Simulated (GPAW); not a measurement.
I, 1 atom in the cell. It takes space group Fmmm (No. 69, orthorhombic). The conventional cell has a = 4.384 Å, b = 4.731 Å, c = 7.820 Å, α = 90.00°, β = 90.00°, γ = 90.00°. Around I (site symmetry mmm) lie 4 I at 3.23 Å. 

```yaml
Program: GPAW 26.7.0
Task: band structure
Functional: PBE
Potentials_or_basis: GPAW PAW data sets (gpaw-data 1.2.1)
Basis: fd
Grid_spacing: 0.16 Å
k_mesh: 7 × 7 × 7
Occupations: fermi-dirac, width 0.05 eV
Spin: no spin polarisation
Maxiter: 150
Band_path: GYCDXGZD1HC,C1Z,XH1,HY,LG
Band_points: 60
```

Potentials or basis: GPAW PAW data sets (gpaw-data 1.2.1), fd.

Run with:

```console
$ OMP_NUM_THREADS=1 python run.py
```

Hardware: 1 thread of INTEL(R) XEON(R) PLATINUM 8581C CPU @ 2.10GHz (Emerald Rapids) (shared host).

How long does it take, and how much memory?

It took 110 s on 1 thread of INTEL(R) XEON(R) PLATINUM 8581C CPU @ 2.10GHz (Emerald Rapids), on a shared host, peak memory 0.48 GiB. Counts: scf iterations 28, bands 10, k points 64.
